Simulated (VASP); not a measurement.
A run of VASP 6.6.1 is set up as follows.

File INCAR:

```
  ALGO = Normal
  EDIFF = 1E-6
  EDIFFG = -0.01
  ENCUT = 600
  GGA = PE
  IBRION = 2
  ISIF = 3
  ISMEAR = 0
  LASPH = T
  LCHARG = F
  LREAL = F
  LWAVE = F
  NELM = 80
  NSW = 90
  PREC = Accurate
  SIGMA = 0.03
```

KPOINTS

```
k-points
0
Gamma
  10 10 10
```

Contents of POSCAR:

```
GaAs
1.0
    0.0000000000      2.8268500000      2.8268500000
    2.8268500000      0.0000000000      2.8268500000
    2.8268500000      2.8268500000      0.0000000000
Ga As
1 1
Direct
    0.0000000000      0.0000000000      0.0000000000
    0.2500000000      0.2500000000      0.2500000000
```

Potentials or basis: VASP PAW PBE potentials, release 64 (Ga_d, As).

Run with:

```sh
$ cat potpaw_PBE.64/Ga_d/POTCAR potpaw_PBE.64/As/POTCAR > POTCAR
$ mpirun -np 1 vasp_std > vasp.out
```

(1) What does it give for the relaxed volume?

(2) What does it give for the band gap on the k mesh?

Answers

(1) 23.77 Å³/atom.

(2) 0.15 eV, direct.
